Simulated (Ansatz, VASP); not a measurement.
# Ge: VASP beside Ansatz

```
Ge
1.0
     2.42055   -4.10238    0.00000
     2.42055    4.10238    0.00000
     0.00000    0.00000    4.84754
Ge
4
Direct
  0.15250 0.84750 0.07850
  0.65250 0.34750 0.42150
  0.84750 0.15250 0.92150
  0.34750 0.65250 0.57850
```

Alike in both runs: task relaxation of cell and atoms; functional PBE; k mesh 4 × 4 × 4; occupations gaussian, width 0.1 eV; no spin polarisation.

|  | VASP | Ansatz |
| --- | --- | --- |
| version | VASP 6.6.1 | Ansatz 0.2.0 |
| potentials or method | VASP PAW PBE potentials, release 64 (Ge_d) | scalar-relativistic, plane waves, PAW |
| plane-wave cutoff (eV) | 600 | 420 |
| valence electrons in the cell | 56 | 56 |

VASP gave:

- gap on the k mesh at the Fermi level, each at its own relaxed structure (eV): none
- relaxed volume (Å³/atom): 22.36
- relaxed cell length with the largest relative difference (Å): 4.694
- energy change over the relaxation (meV/atom): -55

Question: Estimate Ansatz's values.

Answer: gap on the k mesh at the Fermi level, each at its own relaxed structure (eV): none; relaxed volume (Å³/atom): 22.54; relaxed cell length with the largest relative difference (Å): 4.783; energy change over the relaxation (meV/atom): -54.

A gap of «none» marks a metal or a gap that the smearing closes.

Caveats: the k mesh is coarse (spacing up to 0.38 Å⁻¹), so the values aren't converged.
